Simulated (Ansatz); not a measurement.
# Li2O: do energies and stresses tell the same story?

Method: DFT r2SCAN, scalar-relativistic, plane waves, PAW in Ansatz.

Plane waves to 500 eV, a k mesh through Γ of 8×8×8 on the computed 3-atom cell and Gaussian smearing (0.02 eV); no spin polarisation.

Relaxed cell: Fm-3m, a = 4.573 Å, b = 4.573 Å, c = 4.573 Å, α = 90.00°, β = 90.00°, γ = 90.00°, 3 atoms in the primitive cell.

Energies at zero smearing and pressures from the stress tensor, at volumes with shape and atoms relaxed:
```
V (Å³/atom) E − E(first) (meV/atom) P (GPa)
      7.012                     0.00    14.30
      7.251                   -17.96     9.88
      7.490                   -29.80     6.09
      7.729                   -36.39     2.82
      7.968                   -38.45     0.01
      8.207                   -36.60    -2.42
      8.446                   -31.37    -4.53
      8.765                   -19.94    -6.89
```

Question: Check P = −dE/dV between neighbouring volumes, and get the bulk modulus from the pressures alone.

Answer: With 1 eV/Å³ = 160.2 GPa:
```csv
middle V (Å³/atom),−ΔE/ΔV (GPa),mean P (GPa)
7.131,12.036,12.090
7.370,7.939,7.985
7.609,4.416,4.455
7.848,1.379,1.415
8.088,-1.237,-1.209
8.327,-3.503,-3.476
8.605,-5.748,-5.710
```

The two differ by 0.05 GPa at most. The mean of two end pressures misses the average over a step by about ΔV² P″/12, up to 0.06 GPa here; with that taken off 0.00 GPa remains. Around V = 7.968 Å³/atom, the two neighbours give B = −V ΔP/ΔV = 7.968 × 5.25 / 0.478 = 87.5 GPa, against B0 = 87.1 GPa from the Birch–Murnaghan fit of the energies.

Cost: 9 runs of about 1.4 core-minutes in all, on Intel Xeon Processor @ 2.50GHz (Skylake/Cascade Lake) (shared hosts).